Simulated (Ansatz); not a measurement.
# TePt (Pm-3m) in Ansatz: a series of runs

The runs below take TePt through single point, relaxation of cell and atoms, with PBE0.

All numbers are computed with Ansatz 0.2.0; they aren't measurements. Logs are shortened: lines on timing, memory, paths and dates and some standing lists are left out, and cuts for length are marked.

## (1) The crystal as given

The structure is cubic, space group Pm-3m (No. 221). Conventional cell: a = 3.559 Å, b = 3.559 Å, c = 3.559 Å, α = 90.00°, β = 90.00°, γ = 90.00°. Pt (site symmetry m-3m) is surrounded by 8 Te at 3.08 Å. Around Te (site symmetry m-3m) lie 8 Pt at 3.08 Å.

Measurements of this composition are mostly on another form, of space group No. 166.

## (2) Single point, PBE0

Contents of input:

```
crystal:
  lattice:
    - [3.55919028, 0.0, 0.0]
    - [0.0, 3.55919028, 0.0]
    - [0.0, 0.0, 3.55919028]
  atoms:
    - { symbol: Pt, position: [0.0, 0.0, 0.0] }
    - { symbol: Te, position: [0.5, 0.5, 0.5] }
hamiltonian:
  xc: pbe0
  pseudopotentials: { kind: paw }
kpoints:
  mp_grid: { grid: [4, 4, 4] }
scf:
  occupations: { method: fermi_dirac, width: 0.05 }
output:
  forces: true
  stress: true
  eigenvalues: true
  write_density: true
  write_potential: true
  elf: true
  volumetric_format: npy
```

Potentials or basis: Ansatz PAW.

Standard output:

```text
Warning: output.stress: scf.convergence.dr2_threshold = 1e-7 eV (the SCF's general default) is looser than the 2e-10 eV advised for a printed stress (1e-10 eV for each atom of the cell: 2). What an SCF threshold leaves in a stress goes as its square root, and in the free energy as the threshold itself, and one threshold admits the most on a small cell: of the crystals measured, under no hybrid functional and no lock of the moments, on runs that ended without the residual-converged pass, on stresses that held no estimate of that error, the worst erred by over 100 MPa in a component at 1e-7 eV an atom and by under 5 at 1e-10. Set scf.convergence.dr2_threshold to 2e-10 eV or tighter. The threshold is an SCF's pass mark: one that does not reach it within its budget of iterations ends unconverged, or closes short of it on a stop that the run arms, and scf.convergence.dr2_threshold's page says what that costs each kind of run
Warning: output.stress: scf.exx.energy_threshold = 1e-6 eV is looser than the 2e-8 eV advised for a stress under a hybrid functional (1e-8 eV for each atom of the cell: 2). Every SCF of the exchange loop can meet its threshold on dr2 while the loop round them stops early: no threshold on dr2 bounds what that leaves in the stress. Set scf.exx.energy_threshold to 2e-8 eV or tighter. The threshold is the loop's pass mark: a loop that does not reach it within its budget of cycles ends unconverged, and scf.exx.energy_threshold's page has the law
GPUs: using 1 of 1 available (devices: 1).
Engine: ansatz 0.2.0, x86_64-unknown-linux-gnu
Pseudopotentials: kind: paw
Pseudopotential: Pt, paw, valence charge 18, recommended cutoff 420 eV (normal), Pt.paw.azcp
Pseudopotential: Te, paw, valence charge 16, recommended cutoff 420 eV (normal), Te.paw.azcp
Functional definition: PBE0
  parameter a = 0.25
  parameter kappa = 0.804
  parameter beta = 0.06672455060314922
  exchange = (1 - a)*pbe_x(kappa = kappa, mu = beta*pi^2/3) + a*exact_x
  correlation = pbe_c(beta = beta)
device memory: the entry about to start is reckoned to put 0.5 GiB on a device that reports 46.8 GiB free (of which the cap on the GPU budget leaves the run 18.0 GiB)
GPU FFT provider: cuFFT
GPU libraries: cuBLAS 13.8.2, cuFFT 12.4.0, cuSOLVER 12.3.4
Crystal: 2 atoms, lattice volume = 45.087 Å³
Basis set: ecut = 420 eV, 895 PW (Γ), exchange–correlation on 48×48×48 points (8 copies of the dense FFT grid, shifted against one another)
Bands: 21, of which v1, the nominal top of the filled ones, is band 17 counted from 1 (16 counted from 0)
Symmetry: 48 space group operations
Space group: Pm-3m (ITA 221), of the structure as read, at distance tolerance 3.6e-5 Å
k-points: 10 of 64
Non-local potential: Pt, projectors of the file, l = 0: 3, l = 1: 2, l = 2: 2, l = 3: 1
Non-local potential: Te, projectors of the file, l = 0: 2, l = 1: 2, l = 2: 2, l = 3: 2
PAW form: soft (Blöchl's): semilocal exchange-correlation on the pseudo side does not see the compensation charge
PAW frozen core: Pt, regenerated for the run's functional, and the local potential with it (the file was generated under x = pbe(κ = 0.804, μ = 0.2195149727645171), c = pbe(β = 0.06672455060314922))
PAW frozen core: Te, regenerated for the run's functional, and the local potential with it (the file was generated under x = pbe(κ = 0.804, μ = 0.2195149727645171), c = pbe(β = 0.06672455060314922))
PAW one-centre angular grid: Pt, 590 points (default); XC on 64 Gauss nodes
PAW one-centre angular grid: Te, 590 points (default); XC on 64 Gauss nodes
Initial density: superposition of atomic densities (neutral atoms: chi_scale 0, normalization atom), corrected by the library's trained network
Initial wavefunctions: pseudopotential atomic-orbital guess
GPU buffer pool allocated for 13824 grid points (all kernels)
GPU transforms: local potential and band sums: pruned to the plane-wave sphere, on 24×24×24
Functional: x = pbe(κ = 0.804, μ = 0.2195149727645171), c = pbe(β = 0.06672455060314922), warm-up for x = 0.75 pbe(κ = 0.804, μ = 0.2195149727645171) + 0.25 exact, c = pbe(β = 0.06672455060314922)
SCF iter   1: F=—  HF=-19502.538717 eV  |F-HF|=—  |Δ(HF+E_count)|=         —  Δρ=3.00e-3  dr2=1.38e-3  ethr=1.77e-3  ⟨swp⟩=8.0  Hψ=843  notcnv=0
preconditioner: auto → none  [insulator: Δε(μ)=0.146 eV  Ē_g=8.093 eV  σ=0.050 eV  W_gap=0.61  n_scr=18 (ndim 8)  ℏωp=22.1 eV  f_vac=0.000  D(μ)=2.15/eV (n_scr^D=18)]
SCF iter   2: F=—  HF=-19502.539194 eV  |F-HF|=—  |Δ(HF+E_count)|=   4.77e-4  Δρ=1.41e-3  dr2=3.03e-4  ethr=4.05e-6  ⟨swp⟩=3.8  Hψ=562  notcnv=0  defer=1
iter 3 solved again at ethr=2.07e-8 eV; its pass at ethr=8.92e-7 eV (dr2=7.03e-6 eV) is discarded
SCF iter   3: F=—  HF=-19502.539309 eV  |F-HF|=—  |Δ(HF+E_count)|=   1.16e-4  Δρ=1.76e-4  dr2=7.03e-6  ethr=2.07e-8  ⟨swp⟩=3.2  Hψ=837  notcnv=0
SCF iter   4: F=—  HF=-19502.539313 eV  |F-HF|=—  |Δ(HF+E_count)|=   3.61e-6  Δρ=2.75e-5  dr2=1.63e-7  ethr=2.07e-8  ⟨swp⟩=3.0  Hψ=478  notcnv=0
SCF iter   5: F=—  HF=-19502.539313 eV  |F-HF|=—  |Δ(HF+E_count)|=   1.79e-7  Δρ=2.90e-6  dr2=3.32e-9  ethr=4.78e-10  ⟨swp⟩=3.1  Hψ=507  notcnv=0
SCF iter   6: F=-19502.539313 eV  HF=-19502.539313 eV  |F-HF|=1.02e-10  |Δ(HF+E_count)|=  3.97e-10  Δρ=9.82e-7  dr2=2.78e-10  ethr=9.76e-12  ⟨swp⟩=3.5  Hψ=462  notcnv=0
SCF 1 converged in 6 iterations: F = -19502.539313 eV  dr2 = 2.78e-10
device memory: the entry about to start is reckoned to put 1.1 GiB on a device that reports 45.6 GiB free (of which the cap on the GPU budget leaves the run 18.0 GiB)
GPU FFT provider: cuFFT
GPU libraries: cuBLAS 13.8.2, cuFFT 12.4.0, cuSOLVER 12.3.4
Initial density: handed on by an earlier stage of this run
Initial wavefunctions: those handed on with the density
GPU buffer pool allocated for 13824 grid points (all kernels)
GPU transforms: local potential and band sums: pruned to the plane-wave sphere, on 24×24×24
Functional: x = 0.75 pbe(κ = 0.804, μ = 0.2195149727645171) + 0.25 exact, c = pbe(β = 0.06672455060314922)
Exchange kernel: α = 0.2500, full range, Wigner–Seitz truncation, v(0) = 6946.4877 eV·Å³, q-mesh 4×4×4, nearest image of the exchange supercell L = 14.24 Å, pair-density grid 18×18×18, without the augmentation charges, whose exchange is taken in its separable form by FFT convolution over the k-point mesh (sized by the pseudopotential files, 24×24×24 at the most), smooth part of the exact exchange by density-matrix convolution in up to 1.47 GiB of GPU memory as planned if the GPU has room (build and FFT work areas not counted)
Frozen-core exchange: fock
iter 1 solved again at ethr=3.96e-4 eV; its pass at ethr=1.00e-1 eV (dr2=1.35e-1 eV) is discarded
SCF iter   1: F=—  HF=-19505.388750 eV  |F-HF|=—  |Δ(HF+E_count)|=         —  Δρ=1.40e-2  dr2=1.43e-1  ethr=3.96e-4  ⟨swp⟩=2.7  Hψ=849  notcnv=0
preconditioner: auto → none  [insulator: Δε(μ)=0.526 eV  Ē_g=10.127 eV  σ=0.050 eV  W_gap=0.67  n_scr=18 (ndim 8)  ℏωp=22.1 eV  f_vac=0.000  D(μ)=0.42/eV (n_scr^D=0)]
SCF iter   2: F=—  HF=-19505.377962 eV  |F-HF|=—  |Δ(HF+E_count)|=   1.08e-2  Δρ=1.19e-2  dr2=1.06e-1  ethr=3.95e-4  ⟨swp⟩=3.2  Hψ=528  notcnv=0
SCF iter   3: F=—  HF=-19505.353184 eV  |F-HF|=—  |Δ(HF+E_count)|=   2.48e-2  Δρ=3.01e-3  dr2=4.17e-3  ethr=3.06e-4  ⟨swp⟩=3.0  Hψ=495  notcnv=0
SCF iter   4: F=—  HF=-19505.352979 eV  |F-HF|=—  |Δ(HF+E_count)|=   2.04e-4  Δρ=2.84e-4  dr2=3.01e-3  ethr=3.13e-6  ⟨swp⟩=3.0  Hψ=444  notcnv=0
SCF iter   5: F=—  HF=-19505.376235 eV  |F-HF|=—  |Δ(HF+E_count)|=   2.33e-2  Δρ=1.73e-3  dr2=1.99e-3  ethr=1.21e-7  ⟨swp⟩=4.6  Hψ=735  notcnv=0
SCF iter   6: F=—  HF=-19505.375768 eV  |F-HF|=—  |Δ(HF+E_count)|=   4.67e-4  Δρ=9.19e-5  dr2=1.07e-4  ethr=1.21e-7  ⟨swp⟩=4.0  Hψ=612  notcnv=0
SCF iter   7: F=—  HF=-19505.375766 eV  |F-HF|=—  |Δ(HF+E_count)|=   2.29e-6  Δρ=2.12e-5  dr2=1.02e-4  ethr=1.26e-8  ⟨swp⟩=3.0  Hψ=525  notcnv=0
SCF iter   8: F=—  HF=-19505.376254 eV  |F-HF|=—  |Δ(HF+E_count)|=   4.88e-4  Δρ=3.07e-4  dr2=5.93e-5  ethr=2.77e-10  ⟨swp⟩=5.3  Hψ=909  notcnv=0
SCF iter   9: F=-19505.376240 eV  HF=-19505.376240 eV  |F-HF|=1.96e-7  |Δ(HF+E_count)|=   1.43e-5  Δρ=1.92e-5  dr2=3.88e-6  ethr=2.77e-10  ⟨swp⟩=4.7  Hψ=768  notcnv=0
SCF 2 stopped early in 9 iterations: F = -19505.376240 eV  dr2 = 3.88e-6
hybrid outer 1: dexx = +2.637e-2 eV, tail = 7.64e-5 eV
GPU FFT provider: cuFFT
GPU libraries: cuBLAS 13.8.2, cuFFT 12.4.0, cuSOLVER 12.3.4
GPU buffer pool allocated for 13824 grid points (all kernels)
GPU transforms: local potential and band sums: pruned to the plane-wave sphere, on 24×24×24
Exchange kernel: α = 0.2500, full range, Wigner–Seitz truncation, v(0) = 6946.4877 eV·Å³, q-mesh 4×4×4, nearest image of the exchange supercell L = 14.24 Å, pair-density grid 18×18×18, without the augmentation charges, whose exchange is taken in its separable form by FFT convolution over the k-point mesh (sized by the pseudopotential files, 24×24×24 at the most), smooth part of the exact exchange by density-matrix convolution in up to 1.47 GiB of GPU memory as planned if the GPU has room (build and FFT work areas not counted)
Frozen-core exchange: fock
SCF iter   1: F=—  HF=-19505.376329 eV  |F-HF|=—  |Δ(HF+E_count)|=         —  Δρ=1.36e-4  dr2=7.00e-6  ethr=1.12e-6  ⟨swp⟩=3.1  Hψ=445  notcnv=0
preconditioner: auto → none  [insulator: Δε(μ)=0.523 eV  Ē_g=10.040 eV  σ=0.050 eV  W_gap=0.67  n_scr=18 (ndim 8)  ℏωp=22.1 eV  f_vac=0.000  D(μ)=0.42/eV (n_scr^D=0)]
SCF iter   2: F=—  HF=-19505.376327 eV  |F-HF|=—  |Δ(HF+E_count)|=   1.14e-6  Δρ=3.78e-5  dr2=2.88e-6  ethr=1.21e-8  ⟨swp⟩=3.3  Hψ=493  notcnv=0
SCF iter   3: F=—  HF=-19505.376327 eV  |F-HF|=—  |Δ(HF+E_count)|=   3.98e-9  Δρ=9.35e-6  dr2=2.78e-6  ethr=3.37e-10  ⟨swp⟩=4.0  Hψ=547  notcnv=0
SCF iter   4: F=—  HF=-19505.376381 eV  |F-HF|=—  |Δ(HF+E_count)|=   5.33e-5  Δρ=1.73e-5  dr2=1.80e-7  ethr=4.53e-11  ⟨swp⟩=4.6  Hψ=752  notcnv=0
SCF iter   5: F=—  HF=-19505.376381 eV  |F-HF|=—  |Δ(HF+E_count)|=   5.63e-8  Δρ=2.37e-6  dr2=2.69e-8  ethr=4.53e-11  ⟨swp⟩=4.0  Hψ=617  notcnv=0
SCF iter   6: F=—  HF=-19505.376381 eV  |F-HF|=—  |Δ(HF+E_count)|=  1.86e-10  Δρ=6.11e-7  dr2=2.52e-8  ethr=4.81e-12  ⟨swp⟩=2.0  Hψ=380  notcnv=0
SCF iter   7: F=-19505.376381 eV  HF=-19505.376381 eV  |F-HF|=1.95e-9  |Δ(HF+E_count)|=   1.87e-7  Δρ=2.48e-6  dr2=3.75e-9  ethr=1.44e-12 (applied; sched 1.00e-12)  ⟨swp⟩=5.0  Hψ=699  notcnv=0
SCF 3 converged in 7 iterations: F = -19505.376381 eV  dr2 = 3.75e-9
  Residual-converged pass: ⟨swp⟩=1.7  Hψ=222  notcnv=0  max |occ|·‖R‖ = 2.4e-6 eV (tolerance 2.4e-6 eV)  dr2=3.75e-9  dr2_onsite=5.44e-11  max |Δocc| = 2.4e-17
hybrid outer 2: dexx = +2.023e-6 eV, tail = 4.84e-8 eV, Δε = 3.31e-3 eV (about 1.11e-4 eV left of the loop's levels)
hybrid SCF converged: 2 outer / 16 inner (+6 warm-up), last move |dexx| = 2.02e-6 eV, tail = 4.84e-8 eV
Stability not checked: this state was not tested for a lower state beside it, because the functional holds exact exchange (a hybrid, or Hartree-Fock), whose exchange loop this test does not read (fock_operator; see scf.lower_state_search)
Free energy (F): -19505.376381 eV
Frozen-core exchange: fock
Harris-Foulkes:  -19505.376381 eV  (|F-HF|=1.95e-9)
Internal energy: -19505.373391 eV  (E = F + TS)
E sigma→0 (E₀):  -19505.374886 eV
Entropy (-TS):   -0.002990 eV (-1.495 meV/atom)
Fermi energy:    14.840288 eV
--- Per-component energies (eV) ---
  E_band       = -528.260638
  E_kinetic    = 816.358782
  E_local      = -2816.048932  (includes V_loc(G=0)·N_el)
  E_nonlocal   = -108.099099
  E_hartree    = 1371.010627
  E_xc         = -295.975444
  E_vxc        = -311.565948  (∫ρ·V_xc dr)
  E_exx        = -122.640448  (= α·E_x^exact, valence–valence)
  E_paw        = -14084.447028  (= ΣΔE_a)
  E_vpaw       = -605.644479  (= ΣTr[D̂ρ^β])
  E_aug_tail   = 0.000045  (compensation charges beyond the density's cutoff)
  E_ewald      = -4263.320685
  E_core_change = -2.211210  (= ΣΔE_core)
  E_smearing   = -0.002990  (= −TS)
  E_closure    = -0.000000  (closes the sum)
  Σ components = -19505.376381   (vs F -19505.376381, Δ=0.00e0)
--- Forces (eV/Å), atoms counted from 1 ---
  atom   1  Pt     0.00000000    -0.00000000     0.00000000
  atom   2  Te     0.00000000     0.00000000    -0.00000000
  max |Σ_I F_I| component: 2.71e-29 eV/Å
--- Stress (GPa, compression-positive) ---
      -13.417911      -0.000000       0.000000
       -0.000000     -13.417911      -0.000000
        0.000000       0.000000     -13.417911
  P = ⅓ Tr σ = -13.4179 GPa (-134.179 kbar)
--- Band table (eV; the first three rows and the last of 10) ---
  k-point 0: bands = ["-87.5128", "-40.5273", "-40.5273", "-40.5273", "-26.3965", "-26.3965", "-26.3741", "-26.3741", "-26.3741", "-0.7421", "10.0158", "10.0158", "11.9018", "11.9018", "11.9018", "13.2999", "13.2999", "13.2999", "15.7482", "22.5658", "22.5658"]
  k-point 1: bands = ["-87.5125", "-40.5361", "-40.5278", "-40.5278", "-26.3962", "-26.3870", "-26.3769", "-26.3769", "-26.3739", "-0.1053", "8.3610", "10.1692", "10.7514", "10.7514", "11.7439", "11.9086", "15.6664", "15.6664", "18.2387", "21.8899", "24.3203"]
  k-point 2: bands = ["-87.5124", "-40.5452", "-40.5271", "-40.5271", "-26.3958", "-26.3789", "-26.3789", "-26.3778", "-26.3736", "0.8225", "6.0620", "10.1968", "10.1968", "10.3343", "11.9234", "12.4685", "17.5233", "17.5233", "19.9940", "21.0837", "21.2511"]
  k-point 9: bands = ["-87.5123", "-40.5436", "-40.5436", "-40.5436", "-26.3841", "-26.3841", "-26.3841", "-26.3675", "-26.3675", "3.1048", "7.7473", "7.7473", "7.7473", "12.4939", "12.4939", "16.2592", "16.2592", "16.2592", "16.8465", "16.8465", "16.8465"]
```

Wall time 15 s (1 × NVIDIA H100 80GB HBM3 with 2 threads of AMD EPYC 7R13 (Zen 3), shared host); peak memory 1.8 GiB.

What came out:

| Quantity | Value |
| --- | --- |
| Free energy | -19505.3764 eV |
| Pressure | -13.4 GPa |
| Band gap on the k mesh | none (metal or under the smearing width) |

Caveat: the k mesh is coarse (spacing up to 0.44 Å⁻¹), so the values aren't converged, least of all with exact exchange; the PAW data sets come from PBE, with cores solved anew for the run's functional, which leaves a small shift of forces and pressure; the thresholds are loose for stress. Spin-orbit coupling is left out, which matters for the levels of Pt, Te.

## (3) Relaxation of cell and atoms, PBE0

Edit input of step 2 so:

```diff
@@ -19,5 +19,5 @@
   eigenvalues: true
-  write_density: true
-  write_potential: true
-  elf: true
-  volumetric_format: npy
+relax:
+  f_tol: 0.01
+  max_steps: 40
+  cell: { stress_tol: 0.05 }
```

Potentials or basis: Ansatz PAW.

Run time: 38 s. Hardware: 1 × NVIDIA H100 80GB HBM3 with 2 threads of AMD EPYC 7R13 (Zen 3), shared host; peak memory 1.8 GiB.

It converged, with:

```yaml
Free_energy: -19505.6346 eV
Relaxed_volume: 19.85 Å³/atom
Relaxed_cell: a = 3.411 Å, b = 3.411 Å, c = 3.411 Å, α = 90.00°, β = 90.00°, γ = 90.00°
Space_group_after_relaxing_to_0.05_Å: Pm-3m (No. 221)
Energy_gained_by_relaxing: 129.1 meV/atom
Ionic_steps: 5
Pressure_after_relaxing: 0.0 GPa
Band_gap_on_the_k_mesh: none (metal or under the smearing width)
```

Step by step:
| step | energy change (eV) | largest force (eV/Å) | volume (Å³) |
| --- | --- | --- | --- |
| 1 | 0.0000 | 0.0000 | 45.09 |
| 2 | -0.2510 | 0.0000 | 38.81 |
| 3 | -0.2593 | 0.0000 | 39.97 |
| 4 | -0.2602 | 0.0000 | 39.70 |
| 5 | -0.2582 | 0.0000 | 39.70 |

Final structure:
```cif
data_structure
_symmetry_space_group_name_H-M 'P 1'
_symmetry_Int_Tables_number 1
_cell_length_a 3.4113
_cell_length_b 3.4113
_cell_length_c 3.4113
_cell_angle_alpha 90.000
_cell_angle_beta 90.000
_cell_angle_gamma 90.000
_cell_volume 39.70
loop_
_atom_site_label
_atom_site_type_symbol
_atom_site_fract_x
_atom_site_fract_y
_atom_site_fract_z
_atom_site_occupancy
Pt1 Pt 0.00000 0.00000 0.00000 1
Te1 Te 0.50000 0.50000 0.50000 1
```

Levels at points of the mesh, in eV from the Fermi level:
| k point | band 14 | band 15 | band 16 | band 17 | band 18 | band 19 | band 20 | band 21 |
| --- | --- | --- | --- | --- | --- | --- | --- | --- |
| (0.00, 0.00, 0.00) | -3.31 | -3.31 | -1.64 | -1.64 | -1.64 | 1.73 | 8.04 | 8.04 |
| (0.00, 0.00, -0.50) | -5.24 | -3.28 | -2.53 | 3.43 | 3.43 | 5.76 | 6.18 | 7.09 |
| (0.00, -0.50, -0.50) | -4.14 | -4.14 | -2.63 | -2.57 | -0.03 | 1.54 | 9.40 | 9.40 |
| (-0.50, -0.50, -0.50) | -2.50 | -2.50 | 1.60 | 1.60 | 1.60 | 1.88 | 1.88 | 1.88 |

Caveat: the k mesh is coarse (spacing up to 0.44 Å⁻¹), so the values aren't converged, least of all with exact exchange; the plane-wave basis is chosen anew once the cell has moved, so the energies of steps on either side of that aren't comparable; the PAW data sets come from PBE, with cores solved anew for the run's functional, which leaves a small shift of forces and pressure. The run has no spin-orbit coupling, so splittings on Pt, Te are missing.
